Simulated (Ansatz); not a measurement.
# HfN (F-43m) in Ansatz: equation of state

Aim: energy against volume of HfN in PBEsol, for its equilibrium volume and stiffness.

Everything below comes from runs of Ansatz 0.2.0. Logs are shortened: lines on timing, memory, paths and dates and some standing lists are left out, and cuts for length are marked.

## Step 1: The crystal as given

Symmetry: F-43m, No. 216, cubic system. Conventional cell: a = 4.910 Å, b = 4.910 Å, c = 4.910 Å, α = 90.00°, β = 90.00°, γ = 90.00°. Hf (site symmetry -43m) has 4 N at 2.13 Å as nearest neighbours. N (site symmetry -43m) has 4 Hf at 2.13 Å as nearest neighbours.

The cell comes from a database or a generator and needn't be the stable form of this composition.

## Step 2: Equation of state, PBEsol

Potentials or basis: all-electron LAPW, scalar-relativistic.

No new run: the results of the series are fitted here.

What came out:

```yaml
Equilibrium_volume: 14.41 Å³/atom
Bulk_modulus: 201 GPa
Pressure_derivative_of_the_bulk_modulus: 4.0
```

Energy against volume, from the lowest point:
```
volume (Å³/atom)  energy (meV/atom)
          13.906              11.37
          14.201               1.57
          14.497               0.00
          14.793               5.83
          15.089              18.32
          15.385              36.85
          15.681              60.82
```

The run has no spin-orbit coupling, so splittings on Hf are missing.
